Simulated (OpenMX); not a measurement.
Runs of OpenMX 3.8.5 on Ta. Symmetry: P6_3/mmc, No. 194, hexagonal system. Conventional cell: a = 2.784 Å, b = 2.784 Å, c = 5.166 Å, α = 90.00°, β = 90.00°, γ = 120.00°. Ta (site symmetry -6m2) has 12 Ta at 2.78 to 3.04 Å as nearest neighbours. This isn't the form of Ta at room conditions, which is bcc.

```csv
cell,gap on the mesh (eV),pressure (GPa),largest force (eV/Å)
"P6_3/mmc, 17.34 Å³/atom",none,(a),0.01
"P6_3/mmc, 19.58 Å³/atom",none,-8.2,0.01
"P6_3/mmc, 18.82 Å³/atom",none,-1.3,0.01
"P6_3/mmc, 20.35 Å³/atom",none,(b),0.01
"P6_3/mmc, 18.07 Å³/atom",none,7.1,0.01
```

Alike in all rows: task single point; level PBE; potentials or basis OpenMX 2013 PBE set, Ta7.0-s3p2d2f1, grid cutoff 400 Ry; no spin polarisation; k mesh 9 × 9 × 5; smearing fermi-dirac 0.05 eV.

Fill in the values left out.

(a) 17.3; (b) -14.1.

Caveats: the basis of atomic orbitals isn't converged, which shifts pressures, moduli and gaps.

A k mesh can miss the band edges, and the runs leave out spin-orbit coupling on Ta.

A gap of «none» marks a metal or a gap under the smearing width.
